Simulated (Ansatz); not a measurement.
# Tl (P6_3/mmc) in Ansatz: single point with r2SCANh+D3(BJ)

Aim: the single point of Tl with r2SCANh+D3(BJ).

Program: Ansatz 0.2.0. These are calculated values, not measurements. Logs are shortened: lines on timing, memory, paths and dates and some standing lists are left out, and cuts for length are marked.

## 1. The cell of the first run

It takes space group P6_3/mmc (No. 194, hexagonal). The conventional cell has a = 3.501 Å, b = 3.501 Å, c = 5.598 Å, α = 90.00°, β = 90.00°, γ = 120.00°. Tl (site symmetry -6m2) is surrounded by 12 Tl at 3.45 to 3.50 Å.

## 2. Single point, r2SCANh+D3(BJ) (volume scaled by 1.04)

File input.yaml:

```yaml
crystal:
  lattice:
    - [3.5014788996, 0.0, 0.0]
    - [-1.7507394498, 3.0323696779, 0.0]
    - [0.0, 0.0, 5.5977057061]
  atoms:
    - { symbol: Tl, position: [0.6666666667, 0.3333333333, 0.75] }
    - { symbol: Tl, position: [0.3333333333, 0.6666666667, 0.25] }
hamiltonian:
  xc: r2scanh
  pseudopotentials: { kind: paw }
  dispersion: d3bj
kpoints:
  mp_grid: { grid: [5, 5, 3] }
scf:
  occupations: { method: methfessel_paxton, width: 0.2 }
output:
  forces: true
  stress: true
  eigenvalues: true
```

Potentials or basis: Ansatz PAW.

Run with:

```console
$ ansatz run input.yaml --threads 2 --pin off --max-ram 5632MiB --backend cpu --events-out ev --progress --plain --runs-dir out
```

The log of the run:

```text
Warning: the engine holds no damping parameters fitted to this dispersion correction and functional, so the run takes those fitted to r2scanh beside the three-body term, which d3bj leaves out (hamiltonian.dispersion, under Limitations)
Warning: output.stress: scf.convergence.dr2_threshold = 1e-7 eV (the SCF's general default) is looser than the 2e-10 eV advised for a printed stress (1e-10 eV for each atom of the cell: 2). What an SCF threshold leaves in a stress goes as its square root, and in the free energy as the threshold itself, and one threshold admits the most on a small cell: of the crystals measured, under no hybrid functional and no lock of the moments, on runs that ended without the residual-converged pass, on stresses that held no estimate of that error, the worst erred by over 100 MPa in a component at 1e-7 eV an atom and by under 5 at 1e-10. Set scf.convergence.dr2_threshold to 2e-10 eV or tighter. The threshold is an SCF's pass mark: one that does not reach it within its budget of iterations ends unconverged, or closes short of it on a stop that the run arms, and scf.convergence.dr2_threshold's page says what that costs each kind of run
Warning: output.stress: scf.exx.energy_threshold = 1e-6 eV is looser than the 2e-8 eV advised for a stress under a hybrid functional (1e-8 eV for each atom of the cell: 2). Every SCF of the exchange loop can meet its threshold on dr2 while the loop round them stops early: no threshold on dr2 bounds what that leaves in the stress. Set scf.exx.energy_threshold to 2e-8 eV or tighter. The threshold is the loop's pass mark: a loop that does not reach it within its budget of cycles ends unconverged, and scf.exx.energy_threshold's page has the law
Warning: RAYON_NUM_THREADS=2 ignored (pool sized by the plan → 2); use --threads N
Engine: ansatz 0.2.0, aarch64-unknown-linux-gnu
Pseudopotentials: kind: paw
Pseudopotential: Tl, paw, valence charge 13, recommended cutoff 500 eV (meta_gga), Tl.paw.azcp
Functional definition: r2SCANh
  parameter a = 0.1
  parameter k0 = 0.174
  parameter k1 = 0.065
  parameter a1 = 4.9479
  exchange = (1 - a)*r2scan_x(k0 = k0, k1 = k1, a1 = a1) + a*exact_x
  correlation = r2scan_c
Crystal: 2 atoms, lattice volume = 59.435 Å³
Basis set: ecut = 500 eV, 1485 PW (Γ), exchange–correlation on 108×108×180 points (64 copies of the dense FFT grid, shifted against one another)
Bands: 17, of which v1, the nominal top of the filled ones, is band 13 counted from 1 (12 counted from 0)
Symmetry: 24 space group operations
Space group: P63/mmc (ITA 194), of the structure as read, at distance tolerance 3.9e-5 Å
k-points: 10 of 75
Non-local potential: Tl, projectors of the file, l = 0: 2, l = 1: 2, l = 2: 2, l = 3: 1
PAW form: soft (Blöchl's): semilocal exchange-correlation on the pseudo side does not see the compensation charge
PAW frozen core: Tl, regenerated for the run's functional, and the local potential with it (the file was generated under x = pbe(κ = 0.804, μ = 0.2195149727645171), c = pbe(β = 0.06672455060314922))
PAW one-centre angular grid: Tl, 590 points (default); XC on 160 Gauss nodes
Initial density: superposition of atomic densities (neutral atoms: chi_scale 0, normalization atom), corrected by the library's trained network
Initial wavefunctions: pseudopotential atomic-orbital guess
Functional: x = r2scan, c = r2scan; τ floored in thin density (d = 2e-4 eV/Å³), warm-up for x = 0.9 r2scan + 0.1 exact, c = r2scan; τ floored in thin density (d = 2e-4 eV/Å³)
SCF iter   1: F=—  HF=-22917.543859 eV  |F-HF|=—  |Δ(HF+E_count)|=         —  Δρ=8.22e-3  dr2=3.54e-2  dr2_τ=1.19e-2  ethr=1.77e-3  ⟨swp⟩=7.5  Hψ=751  notcnv=0
preconditioner: auto → none  [insulator: Δε(μ)=0.265 eV  Ē_g=14.404 eV  σ=0.200 eV  W_gap=0.85  n_scr=22 (ndim 8)  ℏωp=24.6 eV  f_vac=0.000  D(μ)=1.19/eV (n_scr^D=2)]
iter 2 solved again at ethr=1.91e-6 eV; its pass at ethr=1.36e-4 eV (dr2=4.97e-4 eV) is discarded
SCF iter   2: F=—  HF=-22917.534981 eV  |F-HF|=—  |Δ(HF+E_count)|=   8.88e-3  S|Δr|=    0.00e0  Δρ=1.08e-3  dr2=4.91e-4  dr2_τ=1.04e-3  ethr=1.91e-6  ⟨swp⟩=3.9  Hψ=815  notcnv=0  defer=1
SCF iter   3: F=—  HF=-22917.535674 eV  |F-HF|=—  |Δ(HF+E_count)|=   6.93e-4  S|Δr|=    0.00e0  Δρ=5.02e-4  dr2=1.11e-4  dr2_τ=9.45e-6  ethr=1.89e-6  ⟨swp⟩=3.1  Hψ=338  notcnv=0  defer=1
SCF iter   4: F=—  HF=-22917.535847 eV  |F-HF|=—  |Δ(HF+E_count)|=   1.73e-4  S|Δr|=    0.00e0  Δρ=8.07e-5  dr2=3.08e-6  dr2_τ=2.60e-7  ethr=4.27e-7  ⟨swp⟩=3.8  Hψ=411  notcnv=0  defer=1
SCF iter   5: F=—  HF=-22917.535847 eV  |F-HF|=—  |Δ(HF+E_count)|=   1.46e-7  S|Δr|=    0.00e0  Δρ=7.97e-6  dr2=4.14e-8  dr2_τ=1.03e-9  ethr=1.18e-8  ⟨swp⟩=4.0  Hψ=457  notcnv=0  defer=1
SCF iter   6: F=—  HF=-22917.535847 eV  |F-HF|=—  |Δ(HF+E_count)|=   1.59e-8  S|Δr|=    0.00e0  Δρ=2.24e-6  dr2=1.62e-9  dr2_τ=9.31e-10  ethr=1.59e-10  ⟨swp⟩=3.7  Hψ=440  notcnv=0
SCF iter   7: F=-22917.535847 eV  HF=-22917.535847 eV  |F-HF|=0.00e0  |Δ(HF+E_count)|=  6.08e-10  S|Δr|=    0.00e0  Δρ=2.90e-7  dr2=2.75e-11  dr2_τ=8.26e-12  ethr=6.23e-12  ⟨swp⟩=3.4  Hψ=428  notcnv=0
SCF 1 converged in 7 iterations: F = -22917.535847 eV  dr2 = 2.75e-11
Initial density: handed on by an earlier stage of this run
Initial wavefunctions: those handed on with the density
Functional: x = 0.9 r2scan + 0.1 exact, c = r2scan; τ floored in thin density (d = 2e-4 eV/Å³)
Frozen-core exchange: fock
iter 1 solved again at ethr=1.97e-6 eV; its pass at ethr=1.00e-1 eV (dr2=5.12e-4 eV) is discarded
SCF iter   1: F=—  HF=-22915.383031 eV  |F-HF|=—  |Δ(HF+E_count)|=         —  Δρ=1.12e-3  dr2=5.72e-4  dr2_τ=8.42e-5  ethr=1.97e-6  ⟨swp⟩=6.4  Hψ=947  notcnv=0
preconditioner: auto → none  [insulator: Δε(μ)=0.472 eV  Ē_g=15.216 eV  σ=0.200 eV  W_gap=0.85  n_scr=22 (ndim 8)  ℏωp=24.6 eV  f_vac=0.000  D(μ)=0.89/eV (n_scr^D=2)]
SCF iter   2: F=—  HF=-22915.383458 eV  |F-HF|=—  |Δ(HF+E_count)|=   4.27e-4  S|Δr|=    0.00e0  Δρ=4.57e-4  dr2=6.83e-5  dr2_τ=1.04e-5  ethr=1.97e-6  ⟨swp⟩=4.0  Hψ=352  notcnv=0
SCF iter   3: F=—  HF=-22915.383578 eV  |F-HF|=—  |Δ(HF+E_count)|=   1.20e-4  S|Δr|=    0.00e0  Δρ=1.13e-4  dr2=4.32e-6  dr2_τ=6.01e-7  ethr=2.61e-7  ⟨swp⟩=4.1  Hψ=370  notcnv=0  defer=1
SCF iter   4: F=-22915.383589 eV  HF=-22915.383589 eV  |F-HF|=9.92e-9  |Δ(HF+E_count)|=   1.09e-5  S|Δr|=    0.00e0  Δρ=7.50e-6  dr2=2.30e-8  dr2_τ=2.85e-9  ethr=1.66e-8  ⟨swp⟩=4.1  Hψ=514  notcnv=0  defer=1
SCF 2 converged in 4 iterations: F = -22915.383589 eV  dr2 = 2.30e-8
hybrid outer 1: dexx = +3.451e-4 eV, tail = 2.38e-7 eV
Frozen-core exchange: fock
SCF iter   1: F=—  HF=-22915.383584 eV  |F-HF|=—  |Δ(HF+E_count)|=         —  Δρ=6.30e-6  dr2=1.28e-8  dr2_τ=2.64e-8  ethr=4.58e-9  ⟨swp⟩=8.7  Hψ=552  notcnv=0
preconditioner: auto → none  [insulator: Δε(μ)=0.473 eV  Ē_g=15.203 eV  σ=0.200 eV  W_gap=0.84  n_scr=22 (ndim 8)  ℏωp=24.6 eV  f_vac=0.000  D(μ)=0.89/eV (n_scr^D=2)]
SCF iter   2: F=-22915.383584 eV  HF=-22915.383584 eV  |F-HF|=3.82e-9  |Δ(HF+E_count)|=   5.35e-8  S|Δr|=    0.00e0  Δρ=3.18e-6  dr2=2.79e-9  dr2_τ=3.02e-10  ethr=4.89e-11  ⟨swp⟩=4.2  Hψ=438  notcnv=0  defer=2
SCF 3 converged in 2 iterations: F = -22915.383584 eV  dr2 = 2.79e-9
  Residual-converged pass: ⟨swp⟩=3.0  Hψ=330  notcnv=0  max |occ|·‖R‖ = 2.3e-6 eV (tolerance 2.4e-6 eV)  dr2=2.79e-9  dr2_τ=2.99e-10  dr2_onsite=5.39e-9  max |Δocc| = 4.0e-13
hybrid outer 2: dexx = +3.392e-9 eV, tail = 1.70e-8 eV, Δε = 2.82e-4 eV (about 5.94e-5 eV left of the loop's levels)
hybrid SCF converged: 2 outer / 6 inner (+7 warm-up), last move |dexx| = 3.39e-9 eV, tail = 1.70e-8 eV
Stability not checked: this state was not tested for a lower state beside it, because the functional holds exact exchange (a hybrid, or Hartree-Fock), whose exchange loop this test does not read (fock_operator; see scf.lower_state_search)
Free energy (F): -22915.383584 eV
Frozen-core exchange: fock
Harris-Foulkes:  -22915.383584 eV  (|F-HF|=3.82e-9)
Internal energy: -22915.381640 eV  (E = F + TS)
E sigma→0 (E₀):  -22915.383098 eV
Entropy (-TS):   -0.001945 eV (-0.972 meV/atom)
Fermi energy:    10.116789 eV
--- Per-component energies (eV) ---
  E_band       = -29.211959
  E_kinetic    = 669.282663
  E_local      = -1800.228357  (includes V_loc(G=0)·N_el)
  E_nonlocal   = 633.939420
  E_hartree    = 667.588610
  E_xc         = -397.451016
  E_vxc        = -284.069507  (∫ρ·V_xc dr)
  E_exx        = -26.496512  (= α·E_x^exact, valence–valence)
  E_paw        = -20394.853318  (= ΣΔE_a)
  E_vpaw       = -551.730860  (= ΣTr[D̂ρ^β])
  E_aug_tail   = 0.000035  (compensation charges beyond the density's cutoff)
  E_vtau       = 21.410119  (kinetic-family band-sum trace: ∫τ·v_τ [+ j·A + Jᵃ·Aᵃ] dr)
  E_ewald      = -2268.952107
  E_disp       = -0.388545  (pairwise vdW)
  E_core_change = 2.177489  (= ΣΔE_core)
  E_smearing   = -0.001945  (= −TS)
  E_closure    = 0.000000  (closes the sum)
  Σ components = -22915.383584   (vs F -22915.383584, Δ=0.00e0)
--- Forces (eV/Å), atoms counted from 1 ---
  atom   1  Tl     0.00000000    -0.00000000     0.00000000
  atom   2  Tl    -0.00000000     0.00000000     0.00000000
  max |Σ_I F_I| component: 1.16e-18 eV/Å
--- Stress (GPa, compression-positive) ---
       -1.396576       0.000000       0.000000
        0.000000      -1.396576       0.000000
        0.000000       0.000000       0.290016
  P = ⅓ Tr σ = -0.8344 GPa (-8.344 kbar)
--- Band table (eV; the first three rows and the last of 10) ---
  k-point 0: bands = ["-3.3222", "-3.1323", "-3.0893", "-3.0893", "-3.0405", "-3.0405", "-2.9997", "-2.9997", "-2.6795", "-2.6795", "-0.9818", "4.0697", "6.8410", "18.1899", "18.1899", "20.2886", "20.2886"]
  k-point 1: bands = ["-3.2601", "-3.1584", "-3.1347", "-3.1347", "-3.0910", "-3.0910", "-2.8615", "-2.8615", "-2.7205", "-2.7205", "-0.3289", "1.6688", "10.7244", "16.3973", "18.6680", "18.6680", "19.7358"]
  k-point 2: bands = ["-3.2935", "-3.1406", "-3.0892", "-3.0637", "-3.0608", "-2.9619", "-2.9420", "-2.9008", "-2.7963", "-2.6568", "-0.1753", "4.5934", "7.8154", "13.2634", "16.1082", "16.8625", "19.3269"]
  k-point 9: bands = ["-3.3056", "-3.2515", "-3.1348", "-3.1275", "-3.0519", "-2.8247", "-2.7944", "-2.7742", "-2.6831", "-2.6371", "4.3631", "5.0838", "7.9662", "8.9512", "11.2192", "12.9852", "15.7344"]
```

It took 19 s on 2 threads of Arm Neoverse V1, shared host; peak memory 0.93 GiB.

What came out:

```yaml
Free_energy: -22915.3836 eV
Pressure: -0.8 GPa
Band_gap_on_the_k_mesh: none (metal or under the smearing width)
```

Levels at points of the mesh, in eV from the Fermi level:
```csv
k point,band 11,band 12,band 13,band 14,band 15,band 16
"(0.00, 0.00, 0.00)",-11.10,-6.05,-3.28,8.07,8.07,10.17
```

Caveat: the k mesh is coarse (spacing up to 0.41 Å⁻¹), so the values aren't converged, least of all with exact exchange; pairwise dispersion overbinds metals, which lowers pressure and volume; the PAW data sets come from PBE, with cores solved anew for the run's functional, which leaves a small shift of forces and pressure; the dispersion damping was fitted for another functional or another form of the correction; the thresholds are loose for stress. Spin-orbit coupling is left out, which matters for the levels of Tl.
